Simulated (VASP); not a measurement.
# CsBr (Pm-3m) in VASP: elastic constants with PBEsol

Aim: the elastic constants of CsBr with PBEsol.

Everything below comes from runs of VASP 6.6.1. Logs are shortened: lines on timing, memory, paths and dates and some standing lists are left out, and cuts for length are marked.

## (1) The structure

It takes space group Pm-3m (No. 221, cubic). Conventional cell: a = 4.242 Å, b = 4.242 Å, c = 4.242 Å, α = 90.00°, β = 90.00°, γ = 90.00°. Cs (site symmetry m-3m) is surrounded by 8 Br at 3.67 Å. Br (site symmetry m-3m) has 8 Cs at 3.67 Å as nearest neighbours.

## (2) Elastic constants, PBEsol

INCAR reads:

```
SYSTEM = CsBr
PREC = Accurate
ENCUT = 600
EDIFF = 1E-8
ISMEAR = 0
SIGMA = 0.01
LREAL = .FALSE.
LASPH = .TRUE.
NELM = 80
ALGO = Normal
ISIF = 3
LWAVE = .FALSE.
LCHARG = .TRUE.
GGA = PS
NBANDS = 15
IBRION = 6
NFREE = 2
POTIM = 0.015
NSW = 1
```

KPOINTS reads:

```
Automatic mesh
0
G
  6 6 6
  0 0 0
```

POSCAR reads:

```
CsBr
1.0
    4.2421676142      0.0000000000      0.0000000000
    0.0000000000      4.2421676142      0.0000000000
    0.0000000000      0.0000000000      4.2421676142
Cs Br
1 1
Direct
    0.0000000000      0.0000000000      0.0000000000
    0.5000000000      0.5000000000      0.5000000000
```

Potentials or basis: VASP PAW PBE potentials, release 64 (Cs_sv, Br).

The run is started by

```bash
> cat potpaw_PBE.64/Cs_sv/POTCAR potpaw_PBE.64/Br/POTCAR > POTCAR
> mpirun -np 1 vasp_std > vasp.out
```

OUTCAR:

```text
SYSTEM = CsBr
   PREC = Accurate
   ENCUT = 600
   EDIFF = 1E-8
   ISMEAR = 0
   LREAL = .FALSE.
   LASPH = .TRUE.
   NELM = 80
   ISIF = 3
   GGA = PS
   IBRION = 6
   NFREE = 2
   POTIM = 0.015
   NSW = 1

 ion  position               nearest neighbor table
   1  0.000  0.000  0.000-
   2  0.500  0.500  0.500-

  LATTYP: Found a simple cubic cell.
 ALAT       =     4.2421676142

  Lattice vectors:

 A1 = (   4.2421676142,   0.0000000000,   0.0000000000)
 A2 = (   0.0000000000,   4.2421676142,   0.0000000000)
 A3 = (   0.0000000000,   0.0000000000,   4.2421676142)

Analysis of symmetry for initial positions (statically):
=====================================================================
 Subroutine PRICEL returns:
 Original cell was already a primitive cell.

 Routine SETGRP: Setting up the symmetry group for a
 simple cubic supercell.

 Subroutine GETGRP returns: Found 48 space group operations
 (whereof 48 operations were pure point group operations)
 out of a pool of 48 trial point group operations.

The static configuration has the point symmetry O_h .

Analysis of symmetry for dynamics (positions and initial velocities):
=====================================================================
 Subroutine PRICEL returns:
 Original cell was already a primitive cell.

 Routine SETGRP: Setting up the symmetry group for a
 simple cubic supercell.

 Subroutine GETGRP returns: Found 48 space group operations
 (whereof 48 operations were pure point group operations)
 out of a pool of 48 trial point group operations.

The dynamic configuration has the point symmetry O_h .

 Subroutine INISYM returns: Found 48 space group operations
 (whereof 48 operations are pure point group operations),
 and found     1 'primitive' translations

----------------------------------------------------------------------------------------

                                     Primitive cell

  volume of cell :      76.3420

  direct lattice vectors                    reciprocal lattice vectors
     4.242167614  0.000000000  0.000000000     0.235728545  0.000000000  0.000000000
     0.000000000  4.242167614  0.000000000     0.000000000  0.235728545  0.000000000
     0.000000000  0.000000000  4.242167614     0.000000000  0.000000000  0.235728545

  length of vectors
     4.242167614  4.242167614  4.242167614     0.235728545  0.235728545  0.235728545

  position of ions in fractional coordinates (direct lattice)
     0.000000000  0.000000000  0.000000000
     0.500000000  0.500000000  0.500000000

  ion indices of the primitive-cell ions
   primitive index   ion index
                 1           1
                 2           2

----------------------------------------------------------------------------------------

 KPOINTS: Automatic mesh

Automatic generation of k-mesh.
 Grid dimensions read from file:
 generate k-points for:    6    6    6

 Generating k-lattice:

  Cartesian coordinates                     Fractional coordinates (reciprocal lattice)
     0.039288091  0.000000000  0.000000000     0.166666667  0.000000000  0.000000000
     0.000000000  0.039288091  0.000000000     0.000000000  0.166666667  0.000000000
     0.000000000  0.000000000  0.039288091     0.000000000  0.000000000  0.166666667

  Length of vectors
     0.039288091  0.039288091  0.039288091

  Shift w.r.t. Gamma in fractional coordinates (k-lattice)
     0.000000000  0.000000000  0.000000000

 Subroutine IBZKPT returns following result:
 ===========================================

 Found     20 irreducible k-points:

 Following reciprocal coordinates:
            Coordinates               Weight
  0.000000  0.000000  0.000000      1.000000
  0.166667  0.000000  0.000000      6.000000
  0.333333  0.000000  0.000000      6.000000
  0.500000  0.000000  0.000000      3.000000
  0.166667  0.166667  0.000000     12.000000
  0.333333  0.166667  0.000000     24.000000
[... 12 lines left out ...]
  0.500000  0.500000  0.333333      6.000000
  0.500000  0.500000  0.500000      1.000000
   k-points           NKPTS =     20   k-points in BZ     NKDIM =     20   number of bands    NBANDS=     15
   number of dos      NEDOS =    301   number of ions     NIONS =      2
   total plane-waves  NPLWV =  46656
   dimension x,y,z NGX =    36 NGY =   36 NGZ =   36
   dimension x,y,z NGXF=    72 NGYF=   72 NGZF=   72
[... 42 lines left out ...]
   LEPSILON=     F    determine dielectric tensor
   LRPA    =     F    only Hartree local field effects (RPA)
 finite differences with symmetry
 non-spin polarized calculation
 Gauss-broadening in eV      SIGMA  =   0.01
  energy-cutoff  :      600.00
  volume of cell :       76.34
 maximum number of plane-waves:      2562
 NGX is ok and might be reduce to    36
   NGX = 17   NGY = 17   NGZ = 17

--------------------------------------- Ionic step        1  -------------------------------------------

 number of electron      15.9999995 magnetization

 Free energy of the ion-electron system (eV)
  ---------------------------------------------------
  ext. energy  EPLUGINS =         0.00000000
  ---------------------------------------------------
  free energy    TOTEN  =        -6.34737789 eV

  energy without entropy =       -6.34737789  energy(sigma->0) =       -6.34737789

------------------------ aborting loop because EDIFF is reached ----------------------------------------

  FORCE on cell =-STRESS in cart. coord.  units (eV):
  Direction    XX          YY          ZZ          XY          YZ          ZX
  --------------------------------------------------------------------------------------
  -------------------------------------------------------------------------------------
  Total        0.0316684      0.0316684      0.0316684      0.0000000      0.0000000      0.0000000
  in kB        0.6646203      0.6646203      0.6646203      0.0000000      0.0000000      0.0000000
  external PRESSURE =       0.6646203 kB  Pullay stress =       0.0000000 kB
[... 89 lines left out ...]
  FREE ENERGIE OF THE ION-ELECTRON SYSTEM (eV)
  ---------------------------------------------------
  free  energy   TOTEN  =        -6.3451807933 eV

  energy  without entropy=       -6.3451807933  energy(sigma->0) =       -6.34518079

[... ionic steps 4 to 14 ...]

--------------------------------------- Ionic step       15  -------------------------------------------

 number of electron      15.9999996 magnetization

------------------------ aborting loop because EDIFF is reached ----------------------------------------
[... 67 lines left out ...]
--------------------------------------- Ionic step       17  -------------------------------------------

 number of electron      15.9999996 magnetization

 Free energy of the ion-electron system (eV)
  ---------------------------------------------------
  ext. energy  EPLUGINS =         0.00000000
  ---------------------------------------------------
  free energy    TOTEN  =        -6.34727862 eV

  energy without entropy =       -6.34727862  energy(sigma->0) =       -6.34727862

 E-fermi :  -0.1704     XC(G=0):  -8.4189

 val. band max:       -0.2474928016   @ k =   0.0000   0.0000   0.0000
 cond. band min:       4.1897399541   @ k =   0.0000   0.0000   0.0000
 fundamental gap:      4.4372327557
 Fermi energy:        -0.1704472373

 k-point     1 :       0.0000    0.0000    0.0000
  band No.  band energies     occupation
      1     -19.9672      2.00000
      2     -12.6793      2.00000
      3      -6.5289      2.00000
      4      -6.5289      2.00000
      5      -6.5288      2.00000
      6      -0.2477      2.00000
      7      -0.2475      2.00000
      8      -0.2475      2.00000
      9       4.1897      0.00000
     10       4.5059      0.00000
     11       4.5064      0.00000
     12       8.9455      0.00000
     13       8.9458      0.00000
     14       8.9458      0.00000
[... 401 lines left out ...]
      2     -12.6812      2.00000
      3      -6.7084      2.00000
      4      -6.5669      2.00000
      5      -6.4711      2.00000
      6      -0.8622      2.00000
      7      -0.4519      2.00000
      8      -0.3378      2.00000
      9       5.0667      0.00000
     10       5.2980      0.00000
     11       5.5543      0.00000
     12       8.2365      0.00000
     13       8.4945      0.00000
     14       9.4521      0.00000
     15      10.8306      0.00000

 [... further k-points ...]

------------------------ aborting loop because EDIFF is reached ----------------------------------------

  FORCE on cell =-STRESS in cart. coord.  units (eV):
  Direction    XX          YY          ZZ          XY          YZ          ZX
  --------------------------------------------------------------------------------------
  -------------------------------------------------------------------------------------
  Total        0.0320555      0.0322587      0.0322587     -0.0000000      0.0000000      0.0000000
  in kB        0.6727437      0.6770085      0.6770085     -0.0000000      0.0000000      0.0000000
  external PRESSURE =       0.6755869 kB  Pullay stress =       0.0000000 kB
[... 17 lines left out ...]
  FREE ENERGIE OF THE ION-ELECTRON SYSTEM (eV)
  ---------------------------------------------------
  free  energy   TOTEN  =        -6.3472786232 eV

  energy  without entropy=       -6.3472786232  energy(sigma->0) =       -6.34727862

 INTERNAL STRAIN TENSORS FROM STRAINED CELLS
 ============================================

 INTERNAL STRAIN TENSOR FOR ION    1 for displacements in x,y,z  (eV/Angst):
          X           Y           Z          XY          YZ          ZX
  --------------------------------------------------------------------------------
  x     0.00000     0.00000     0.00000     0.00000     0.00000     0.00000
  y     0.00000     0.00000     0.00000     0.00000     0.00000     0.00000
  z     0.00000     0.00000     0.00000     0.00000     0.00000     0.00000

 INTERNAL STRAIN TENSORS FROM DISPLACED ATOMS
 ============================================

 INTERNAL STRAIN TENSOR FOR ION    1 for displacements in x,y,z  (eV/Angst):
          X           Y           Z          XY          YZ          ZX
  --------------------------------------------------------------------------------
  x     0.00000     0.00000     0.00000     0.00000     0.00000     0.00000
  y     0.00000     0.00000     0.00000     0.00000     0.00000     0.00000
  z     0.00000     0.00000     0.00000     0.00000     0.00000     0.00000

 INTERNAL STRAIN TENSOR FOR ION    2 for displacements in x,y,z  (eV/Angst):
          X           Y           Z          XY          YZ          ZX
  --------------------------------------------------------------------------------
  x     0.00000     0.00000     0.00000     0.00000     0.00000     0.00000
  y     0.00000     0.00000     0.00000     0.00000     0.00000     0.00000
  z     0.00000     0.00000     0.00000     0.00000     0.00000     0.00000

 Eigenvectors and eigenvalues of the dynamical matrix
 ----------------------------------------------------

   1 f  =    2.083468 THz    13.090815 2PiTHz   69.497008 cm-1     8.616527 meV
             X         Y         Z           dx          dy          dz
      0.000000  0.000000  0.000000    -0.606663   -0.079622    0.000000
      2.121084  2.121084  2.121084     0.784236    0.102928    0.000000
[... 21 lines left out ...]
   6 f/i=    0.002371 THz     0.014900 2PiTHz    0.079101 cm-1     0.009807 meV
             X         Y         Z           dx          dy          dz
      0.000000  0.000000  0.000000     0.750643   -0.249309    0.000000
      2.121084  2.121084  2.121084     0.580677   -0.192858    0.000000

--------------------------------------------------------------------------------------------------------

 ELASTIC MODULI CONTR FROM IONIC RELAXATION (kBar)
 Direction    XX          YY          ZZ          XY          YZ          ZX
 --------------------------------------------------------------------------------
 XX           0.0000      0.0000      0.0000      0.0000      0.0000      0.0000
 YY           0.0000      0.0000      0.0000      0.0000      0.0000      0.0000
 ZZ           0.0000      0.0000      0.0000      0.0000      0.0000      0.0000
 XY           0.0000      0.0000      0.0000      0.0000      0.0000      0.0000
 YZ           0.0000      0.0000      0.0000      0.0000      0.0000      0.0000
 ZX           0.0000      0.0000      0.0000      0.0000      0.0000      0.0000
 --------------------------------------------------------------------------------

 TOTAL ELASTIC MODULI (kBar)
 Direction    XX          YY          ZZ          XY          YZ          ZX
 --------------------------------------------------------------------------------
 XX         314.2249     83.9424     83.9424      0.0000      0.0000     -0.0000
 YY          83.9424    314.2249     83.9424     -0.0000      0.0000     -0.0000
 ZZ          83.9424     83.9424    314.2249     -0.0000      0.0000     -0.0000
 XY           0.0000     -0.0000     -0.0000     85.8453      0.0000      0.0000
 YZ           0.0000      0.0000      0.0000      0.0000     85.8453      0.0000
 ZX          -0.0000     -0.0000     -0.0000      0.0000      0.0000     85.8453
 --------------------------------------------------------------------------------
```

Run time: 8.1 min. Hardware: 1 thread of AMD EPYC 9R45 (Zen 5), shared host; peak memory 0.32 GiB.

Results:

```
Elastic constants C11, C12, C44                         : 31, 8, 9 GPa
Voigt bulk modulus                                      : 16 GPa
Highest phonon frequency at Γ, LO-TO splitting left out : 69 cm⁻¹
```

Phonon frequencies in cm⁻¹ (negative: imaginary):
```
              q point     frequencies
(0.000, 0.000, 0.000)  0 0 0 69 69 69
```

Elastic tensor in Voigt notation (GPa, in the Cartesian axes of the cell as first typed):
```
31  8  8  0  0  0
 8 31  8  0  0  0
 8  8 31  0  0  0
 0  0  0  9  0  0
 0  0  0  0  9  0
 0  0  0  0  0  9
```

Clamped-ion elastic tensor (GPa):
```
31  8  8  0  0  0
 8 31  8  0  0  0
 8  8 31  0  0  0
 0  0  0  9  0  0
 0  0  0  0  9  0
 0  0  0  0  0  9
```

Caveat: the PAW data sets were made with another functional, which shifts forces and pressure a little.
